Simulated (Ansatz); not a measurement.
FeO (Wuestite): single point with PBE

Crystal: FeO (Wuestite).

```xyz
2
Lattice="0.0000 2.1554 2.1554 2.1554 0.0000 2.1554 2.1554 2.1554 0.0000" Properties=species:S:1:pos:R:3 pbc="T T T"
Fe    0.0000    0.0000    0.0000
O     2.1554    2.1554    2.1554
```

```yaml
Program: Ansatz 0.2.0
Task: single point
Functional: PBE
Potentials_or_basis: all-electron LAPW, scalar-relativistic
Cutoff: 349 eV (chosen from the basis error)
Basis_error_allowed: 0.001 eV/atom
k_mesh: 11 × 11 × 11
Occupations: gaussian, width 0.012 eV
Spin: collinear spin, ferromagnetic start
Starting_moments: "[3.0, 0.0] μB"
```

```yaml
Pressure: -0.4 GPa
Band_gap_on_the_k_mesh: none (metal or under the smearing width)
Net_moment: 4.00 μB per cell
Absolute_moment: 4.01 μB per cell
Site_moments: Fe +3.62; O +0.32 μB
```

Levels at points of the mesh, in eV from the Fermi level:
Spin up:
| k point | band 11 | band 12 | band 13 | band 14 | band 15 | band 16 | band 17 | band 18 |
| --- | --- | --- | --- | --- | --- | --- | --- | --- |
| (0.00, 0.00, 0.00) | -3.87 | -3.87 | -3.69 | -3.69 | 0.01 | 15.22 | 16.94 | 16.94 |
Spin down:
```tsv
k point	band 8	band 9	band 10	band 11	band 12	band 13
(0.00, 0.00, 0.00)	-3.33	-3.33	-0.74	-0.74	-0.74	0.23
```

It took 14 s on 2 threads of Arm Neoverse V1, with other jobs on the host, peak memory 0.42 GiB.

The gap isn't set beside the measured one, since this odd mesh misses points on the zone boundary.

Caveat: a cell with one magnetic atom can't hold antiferromagnetic order, which such compounds often take; semilocal functionals often make such compounds metallic where correlation or magnetic order opens a gap, which also shifts bond lengths.
